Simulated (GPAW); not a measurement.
# Sn (Fd-3m) in GPAW: reference runs

How does Sn come out in PBEsol? The cell is run as given and disturbed.

Program: GPAW 26.7.0. These are calculated values, not measurements. Logs are shortened: lines on timing, memory, paths and dates and some standing lists are left out, and cuts for length are marked. The log counts tension as positive stress, the text compression.

### Step 1. Starting point

Symmetry: Fd-3m, No. 227, cubic system. The conventional cell has a = 6.467 Å, b = 6.467 Å, c = 6.467 Å, α = 90.00°, β = 90.00°, γ = 90.00°. Sn (site symmetry -43m) is surrounded by 4 Sn at 2.80 Å.

This isn't the form of Sn at room conditions, which is tetragonal (white tin).

### Step 2. Single point, PBEsol

run.py

```python
from ase import Atoms
from ase.dft.bandgap import bandgap
from ase.io import write
from ase.units import GPa
from gpaw import GPAW, PW, setup_paths

setup_paths.insert(0, '.')

atoms = Atoms(['Sn', 'Sn'],
              cell=[[0.0, 3.2333428, 3.2333428],
                    [3.2333428, 0.0, 3.2333428],
                    [3.2333428, 3.2333428, 0.0]],
              scaled_positions=[[0.75, 0.75, 0.75],
                                [0.5, 0.5, 0.5]],
              pbc=True)

calc = GPAW(mode=PW(600),
            xc='PBEsol',
            kpts={'size': (7, 7, 7), 'gamma': True},
            occupations={'name': 'fermi-dirac', 'width': 0.05},
            nbands=24,
            convergence={'density': 1e-05, 'energy': 1e-05},
            maxiter=150,
            txt='gpaw.txt')
atoms.calc = calc
energy = atoms.get_potential_energy()
forces = atoms.get_forces()
stress = atoms.get_stress()
calc.write('gs.gpw')
write('result.traj', atoms)
print(f'Energy: {energy:.6f} eV')
print('Forces (eV/A):')
print(forces.round(4))
print('Stress (GPa):', (stress / GPa).round(3))
print('Fermi level:', round(calc.get_fermi_level(), 4), 'eV')
print(f'Gap: {bandgap(calc)[0]:.4f} eV, direct: {bandgap(calc, direct=True)[0]:.4f} eV')
```

Potentials or basis: PAW data sets generated in the run's folder for this functional, pw.

On the command line:

```
> gpaw-setup -f PBEsol Sn
> OMP_NUM_THREADS=1 python run.py
```

gpaw.txt:

```text
__  _  _
 | _ |_)|_||  |
 |__||  | ||/\| - 26.7.0

Input parameters:
  mode=PW(ecut=600.0),
  convergence={'density': 1e-05, 'energy': 1e-05},
  kpts=MonkhorstPack(size=(7, 7, 7), gamma=True),
  maxiter=150,
  nbands=24,
  occupations=Occupations(name='fermi-dirac', width=0.05),
  xc=XC(name='PBEsol')

Diagonalizing LCAO Hamiltonian
Converting LCAO to pw mode

            Sn

       Sn

Atoms  # Å, Bohr magnetons
|   | symbol |        x |        y |        z |    initial magnetic moments |
|---|--------|----------|----------|----------|-----------------------------|
| 0 |     Sn | 4.850014 | 4.850014 | 4.850014 | ( 0.0000,  0.0000,  0.0000) |
| 1 |     Sn | 3.233343 | 3.233343 | 3.233343 | ( 0.0000,  0.0000,  0.0000) |

Unit cell  # Å
| periodic |        x |        y |        z |  lengths |    angles |
|----------|----------|----------|----------|----------|-----------|
|      yes | 0.000000 | 3.233343 | 3.233343 | 4.572637 | 60.000000 |
|      yes | 3.233343 | 0.000000 | 3.233343 | 4.572637 | 60.000000 |
|      yes | 3.233343 | 3.233343 | 0.000000 | 4.572637 | 60.000000 |

Number of symmetries: 24
Symmetry operations  # r_c * U_cc + t_c -> r_c
|    | kind |            matrix            |
|----|------|------------------------------|
|  0 |  E   |  1, 0, 0,  0, 1, 0,  0, 0, 1 |
|  1 |  σ   |  1, 0, 0,  0, 0, 1,  0, 1, 0 |
|  2 |  σ   |  1, 0,-1,  0, 1,-1,  0, 0,-1 |
|  3 |  C3  |  1, 0,-1,  0, 0,-1,  0, 1,-1 |
|  4 |  C3  |  1,-1, 0,  0,-1, 1,  0,-1, 0 |
|  5 |  σ   |  1,-1, 0,  0,-1, 0,  0,-1, 1 |
|  6 |  σ   |  0, 1, 0,  1, 0, 0,  0, 0, 1 |
|  7 |  C3  |  0, 1, 0,  0, 0, 1,  1, 0, 0 |
|  8 |  C2  |  0, 1,-1,  1, 0,-1,  0, 0,-1 |
|  9 |  S4  |  0, 1,-1,  0, 0,-1,  1, 0,-1 |
| 10 |  C3  |  0, 0, 1,  1, 0, 0,  0, 1, 0 |
| 11 |  σ   |  0, 0, 1,  0, 1, 0,  1, 0, 0 |
| 12 |  S4  |  0, 0,-1,  1, 0,-1,  0, 1,-1 |
| 13 |  C3  |  0, 0,-1,  0, 1,-1,  1, 0,-1 |
| 14 |  S4  |  0,-1, 1,  1,-1, 0,  0,-1, 0 |
| 15 |  C2  |  0,-1, 1,  0,-1, 0,  1,-1, 0 |
| 16 |  C3  |  0,-1, 0,  1,-1, 0,  0,-1, 1 |
| 17 |  S4  |  0,-1, 0,  0,-1, 1,  1,-1, 0 |
| 18 |  S4  | -1, 1, 0, -1, 0, 1, -1, 0, 0 |
| 19 |  C3  | -1, 1, 0, -1, 0, 0, -1, 0, 1 |
| 20 |  C3  | -1, 0, 1, -1, 1, 0, -1, 0, 0 |
| 21 |  S4  | -1, 0, 1, -1, 0, 0, -1, 1, 0 |
| 22 |  σ   | -1, 0, 0, -1, 1, 0, -1, 0, 1 |
| 23 |  C2  | -1, 0, 0, -1, 0, 1, -1, 1, 0 |

BZ-sampling:
  Number of BZ points: 343
  Number of IBZ points: 20

  Monkhorst-Pack size: [7, 7, 7]
  Monkhorst-Pack shift: [0, 0, 0]

K-points  # in reciprocal-cell coordinates
|     |                                coordinates |     weight |
|-----|--------------------------------------------|------------|
|   0 | (  0.00000000,   0.00000000,   0.00000000) | 0.00291545 |
|   1 | (  0.14285714,   0.14285714,   0.00000000) | 0.01749271 |
|   2 | (  0.14285714,   0.14285714,   0.14285714) | 0.02332362 |
|   3 | (  0.28571429,   0.14285714,   0.14285714) | 0.03498542 |
|   4 | (  0.28571429,   0.28571429,   0.00000000) | 0.01749271 |
|   5 | (  0.28571429,   0.28571429,   0.14285714) | 0.06997085 |
|   6 | (  0.28571429,   0.28571429,   0.28571429) | 0.02332362 |
|   7 | (  0.42857143,  -0.28571429,  -0.28571429) | 0.03498542 |
|   8 | (  0.42857143,   0.28571429,  -0.42857143) | 0.13994169 |
|   9 | (  0.42857143,   0.28571429,  -0.28571429) | 0.06997085 |
| ... |                                            |            |
|  19 | (  0.42857143,   0.42857143,   0.42857143) | 0.02332362 |

Plane wave coefficients: 2281
Cutoff: 600.0 eV

Spin-components: 1 (collinear spins)
Bands:           24
Projectors:      12
Spin-degeneracy: 2
Datatype:        complex128

Parallelization:
  kpt:    1
  domain: 1
  band:   1

Density:
  Valence electrons: 28.0
  Components: 1
  Grid points: [27 27 27]
  Charge: 0.0  # |e|

Potential:
  Grid points: [27 27 27]

species:
  Sn:
    name:    Tin
    Z:       50.0
    valence: 14
    core:    36
    charge:  0.0  # [|e|]
    compensation charges:
      type: gauss
      rc: 0.38  # [Å]
      lmax: 2
    cutoffs:
      filter: 2.23  # [Å]
      core: 2.35  # [Å]
    projectors
    | kind |    occ | energy [eV] | rcut [Å] |
    |------|--------|-------------|----------|
    |   5s |  2.000 |     -10.584 |    1.201 |
    |   5p |  2.000 |      -3.711 |    1.270 |
    |   4d | 10.000 |     -25.798 |    1.185 |
    |    s |        |      16.628 |    1.201 |
    |    p |        |      23.501 |    1.270 |
    |    d |        |       1.413 |    1.185 |

    Using partial waves for Sn as LCAO basis

Reference energy: -335871.806691  # eV

eigensolver:
  PPCG
  Converge bands: occupied
  niter=2

density mixing:
  MSR1-Mixer
  Pratt-step length: 0.05
  Maximum mixing coefficient: 0.75
  Old densities: 10
  SVD Regularization: 0.005
  Good broyden scale: 1.0
  Trust region scale: 1.0
  Backstep threshold: 4.0
  History deletion threshold: 6.0
  Fourier metric: weight=20.0, sigma=0.015

occupation numbers:
  Fermi-Dirac:
    width: 0.0500  # eV

poisson solver:
  ecut: 4800.0  # eV

xc functional:
  name: PBEsol with 2 nearest neighbor stencil

convergence criteria:
- Maximum integral of absolute [dens]ity change: 1e-05 electrons / valence electron
- Maximum [total energy] change in last 3 cyles: 1e-05 eV / valence electron
- Maximum integral of absolute [eigenst]ate change: 4e-08 eV^2 / valence electron
maximum number of iterations: 150

SCF iterations
|iter     | |      energy | eigst |  dens |
|---------|-|-------------|-------|-------|
|iter:   1| |   -8.922117 | +0.02 |       |
|iter:   2| |   -8.921371 | -2.30 | -1.45 |
|iter:   3| |   -8.867728 | -2.58 | -1.48 |
|iter:   4| |   -8.868585 | -3.20 | -2.00 |
|iter:   5| |   -8.869298 | -4.22 | -2.68 |
|iter:   6| |   -8.869325 | -5.53 | -3.58 |
|iter:   7| |   -8.869326c| -6.73 | -4.33 |
|iter:   8| |   -8.869326c| -8.06c| -4.84 |
|iter:   9| |   -8.869326c| -8.26c| -5.29c|

Converged in 9 steps
Energy contributions relative to reference atoms: (reference = -335871.806691)

Energy contributions:
  Kinetic:           8.909385
  Coulomb:          -8.239712
  Zero:              0.011275
  External:          0.000000
  Xc:               -9.549332
  Entropy:          -0.001883
  Spinorbit:         0.000000
  ----------------------------
  Free energy:      -8.870267
  Extrapolated:     -8.869326

dipole moment: (4.498631, 4.498631, 4.498631)  # |e|*Ang

Fermi level: 4.855
Eigenvalues  # (at kpt = [0.000, 0.000, 0.000])
| band index |      eig [eV] | occ [0-2] |
|------------|---------------|-----------|
|          0 |       -16.721 |     2.000 |
|        ... |               |           |
|          4 |       -16.661 |     2.000 |
|          5 |       -16.340 |     2.000 |
|          6 |       -16.340 |     2.000 |
|          7 |       -16.340 |     2.000 |
|          8 |       -16.331 |     2.000 |
|          9 |       -16.331 |     2.000 |
|         10 |        -5.774 |     2.000 |
|         11 |         4.311 |     2.000 |
|         12 |         4.989 |     0.129 |
|         13 |         4.989 |     0.129 |
|         14 |         4.989 |     0.129 |
|         15 |         7.055 |     0.000 |
|         16 |         7.055 |     0.000 |
|         17 |         7.055 |     0.000 |
|         18 |         9.792 |     0.000 |
|         19 |        12.893 |     0.000 |
|        ... |               |           |
|         23 |        13.181 |     0.000 |

No gap
No difference between direct/indirect transitions

Forces  # eV/Ang
|        x |        y |        z |
|----------|----------|----------|
| -0.00000 | -0.00000 |  0.00000 |  # Sn   0
| -0.00000 | -0.00000 | -0.00000 |  # Sn   1

Stress tensor  # eV/Ang^3
|         x |         y |         z |
|-----------|-----------|-----------|
| -0.007918 |  0.000000 | -0.000000 |
|  0.000000 | -0.007918 |  0.000000 |
| -0.000000 |  0.000000 | -0.007918 |

# Writing to gs.gpw (mode='')
```

Wall time 19 s (1 thread of Arm Neoverse V2, shared host); peak memory 0.17 GiB.

Results:

```yaml
Free_energy: -8.8703 eV
Pressure: 1.3 GPa
Band_gap_on_the_k_mesh: none (metal or under the smearing width)
```

### Step 3. Single point, PBEsol (atoms moved at random, drawn with an rms of 0.05 Å)

run.py, as its differences from that of step 2:

```diff
@@ -12,4 +12,4 @@
                     [3.2333428, 3.2333428, 0.0]],
-              scaled_positions=[[0.75, 0.75, 0.75],
-                                [0.5, 0.5, 0.5]],
+              scaled_positions=[[0.751324, 0.759019, 0.762588],
+                                [0.494671, 0.509002, 0.500009]],
               pbc=True)
```

Potentials or basis: PAW data sets generated in the run's folder for this functional, pw.

On the command line:

```
> gpaw-setup -f PBEsol Sn
> OMP_NUM_THREADS=1 python run.py
```

gpaw.txt:

```text
__  _  _
 | _ |_)|_||  |
 |__||  | ||/\| - 26.7.0

Input parameters:
  mode=PW(ecut=600.0),
  convergence={'density': 1e-05, 'energy': 1e-05},
  kpts=MonkhorstPack(size=(7, 7, 7), gamma=True),
  maxiter=150,
  nbands=24,
  occupations=Occupations(name='fermi-dirac', width=0.05),
  xc=XC(name='PBEsol')

Diagonalizing LCAO Hamiltonian
Converting LCAO to pw mode

            Sn

       Sn

Atoms  # Å, Bohr magnetons
|   | symbol |        x |        y |        z |    initial magnetic moments |
|---|--------|----------|----------|----------|-----------------------------|
| 0 |     Sn | 4.919877 | 4.894996 | 4.883457 | ( 0.0000,  0.0000,  0.0000) |
| 1 |     Sn | 3.262478 | 3.216141 | 3.245219 | ( 0.0000,  0.0000,  0.0000) |

Unit cell  # Å
| periodic |        x |        y |        z |  lengths |    angles |
|----------|----------|----------|----------|----------|-----------|
|      yes | 0.000000 | 3.233343 | 3.233343 | 4.572637 | 60.000000 |
|      yes | 3.233343 | 0.000000 | 3.233343 | 4.572637 | 60.000000 |
|      yes | 3.233343 | 3.233343 | 0.000000 | 4.572637 | 60.000000 |

Number of symmetries: 1
Symmetry operations  # r_c * U_cc + t_c -> r_c
|   | kind |            matrix            |
|---|------|------------------------------|
| 0 |  E   |  1, 0, 0,  0, 1, 0,  0, 0, 1 |

BZ-sampling:
  Number of BZ points: 343
  Number of IBZ points: 172

  Monkhorst-Pack size: [7, 7, 7]
  Monkhorst-Pack shift: [0, 0, 0]

K-points  # in reciprocal-cell coordinates
|     |                                coordinates |     weight |
|-----|--------------------------------------------|------------|
|   0 | (  0.00000000,   0.00000000,   0.00000000) | 0.00291545 |
|   1 | (  0.00000000,   0.00000000,   0.14285714) | 0.00583090 |
|   2 | (  0.00000000,   0.00000000,   0.28571429) | 0.00583090 |
|   3 | (  0.00000000,   0.00000000,   0.42857143) | 0.00583090 |
|   4 | (  0.00000000,   0.14285714,  -0.42857143) | 0.00583090 |
|   5 | (  0.00000000,   0.14285714,  -0.28571429) | 0.00583090 |
|   6 | (  0.00000000,   0.14285714,  -0.14285714) | 0.00583090 |
|   7 | (  0.00000000,   0.14285714,   0.00000000) | 0.00583090 |
|   8 | (  0.00000000,   0.14285714,   0.14285714) | 0.00583090 |
|   9 | (  0.00000000,   0.14285714,   0.28571429) | 0.00583090 |
| ... |                                            |            |
| 171 | (  0.42857143,   0.42857143,   0.42857143) | 0.00583090 |

Plane wave coefficients: 2281
Cutoff: 600.0 eV

Spin-components: 1 (collinear spins)
Bands:           24
Projectors:      12
Spin-degeneracy: 2
Datatype:        complex128

Parallelization:
  kpt:    1
  domain: 1
  band:   1

Density:
  Valence electrons: 28.0
  Components: 1
  Grid points: [27 27 27]
  Charge: 0.0  # |e|

Potential:
  Grid points: [27 27 27]

species:
  Sn:
    name:    Tin
    Z:       50.0
    valence: 14
    core:    36
    charge:  0.0  # [|e|]
    compensation charges:
      type: gauss
      rc: 0.38  # [Å]
      lmax: 2
    cutoffs:
      filter: 2.23  # [Å]
      core: 2.35  # [Å]
    projectors
    | kind |    occ | energy [eV] | rcut [Å] |
    |------|--------|-------------|----------|
    |   5s |  2.000 |     -10.584 |    1.201 |
    |   5p |  2.000 |      -3.711 |    1.270 |
    |   4d | 10.000 |     -25.798 |    1.185 |
    |    s |        |      16.628 |    1.201 |
    |    p |        |      23.501 |    1.270 |
    |    d |        |       1.413 |    1.185 |

    Using partial waves for Sn as LCAO basis

Reference energy: -335871.806691  # eV

eigensolver:
  PPCG
  Converge bands: occupied
  niter=2

density mixing:
  MSR1-Mixer
  Pratt-step length: 0.05
  Maximum mixing coefficient: 0.75
  Old densities: 10
  SVD Regularization: 0.005
  Good broyden scale: 1.0
  Trust region scale: 1.0
  Backstep threshold: 4.0
  History deletion threshold: 6.0
  Fourier metric: weight=20.0, sigma=0.015

occupation numbers:
  Fermi-Dirac:
    width: 0.0500  # eV

poisson solver:
  ecut: 4800.0  # eV

xc functional:
  name: PBEsol with 2 nearest neighbor stencil

convergence criteria:
- Maximum integral of absolute [dens]ity change: 1e-05 electrons / valence electron
- Maximum [total energy] change in last 3 cyles: 1e-05 eV / valence electron
- Maximum integral of absolute [eigenst]ate change: 4e-08 eV^2 / valence electron
maximum number of iterations: 150

SCF iterations
|iter     | |      energy | eigst |  dens |
|---------|-|-------------|-------|-------|
|iter:   1| |   -8.899822 | +0.03 |       |
|iter:   2| |   -8.899135 | -2.30 | -1.45 |
|iter:   3| |   -8.845051 | -2.58 | -1.48 |
|iter:   4| |   -8.845963 | -3.21 | -2.00 |
|iter:   5| |   -8.846691 | -4.20 | -2.67 |
|iter:   6| |   -8.846717 | -5.54 | -3.60 |
|iter:   7| |   -8.846718c| -6.63 | -4.32 |
|iter:   8| |   -8.846718c| -8.16c| -4.84 |
|iter:   9| |   -8.846718c| -8.22c| -5.44c|

Converged in 9 steps
Energy contributions relative to reference atoms: (reference = -335871.806691)

Energy contributions:
  Kinetic:           9.089793
  Coulomb:          -8.388479
  Zero:              0.010632
  External:          0.000000
  Xc:               -9.557370
  Entropy:          -0.002589
  Spinorbit:         0.000000
  ----------------------------
  Free energy:      -8.848012
  Extrapolated:     -8.846718

dipole moment: (4.960217, 4.747843, 4.713795)  # |e|*Ang

Fermi level: 4.864
Eigenvalues  # (at kpt = [0.000, 0.000, 0.000])
| band index |      eig [eV] | occ [0-2] |
|------------|---------------|-----------|
|          0 |       -16.748 |     2.000 |
|        ... |               |           |
|          5 |       -16.355 |     2.000 |
|          6 |       -16.342 |     2.000 |
|          7 |       -16.336 |     2.000 |
|          8 |       -16.335 |     2.000 |
|          9 |       -16.334 |     2.000 |
|         10 |        -5.778 |     2.000 |
[... 8 lines left out ...]
|         19 |        12.892 |     0.000 |
|         20 |        12.894 |     0.000 |
|        ... |               |           |
|         23 |        13.254 |     0.000 |

No gap
No difference between direct/indirect transitions

Forces  # eV/Ang
|        x |        y |        z |
|----------|----------|----------|
| -0.28837 | -0.45989 | -0.11647 |  # Sn   0
|  0.28838 |  0.45990 |  0.11647 |  # Sn   1

Stress tensor  # eV/Ang^3
|         x |         y |         z |
|-----------|-----------|-----------|
| -0.008770 |  0.002562 |  0.008737 |
|  0.002562 | -0.008430 |  0.005542 |
|  0.008737 |  0.005542 | -0.008971 |

# Writing to gs.gpw (mode='')
```

stdout:

```text
Energy: -8.846718 eV
Forces (eV/A):
[[-0.2884 -0.4599 -0.1165]
 [ 0.2884  0.4599  0.1165]]
Stress (GPa): [-1.405 -1.351 -1.437  0.888  1.4    0.41 ]
Fermi level: 4.8635 eV
Gap: 0.0000 eV, direct: 0.0000 eV
```

Wall time 2.4 min (1 thread of Arm Neoverse V2, shared host); peak memory 0.36 GiB.

What came out:

* Free energy: -8.8480 eV
* Pressure: 1.4 GPa
* Largest force: 0.555 eV/Å
* Band gap on the k mesh: none (metal or under the smearing width)

Forces in eV/Å, atoms in the order of the input:
```
Sn  -0.288 -0.460 -0.116
Sn   0.288  0.460  0.116
```
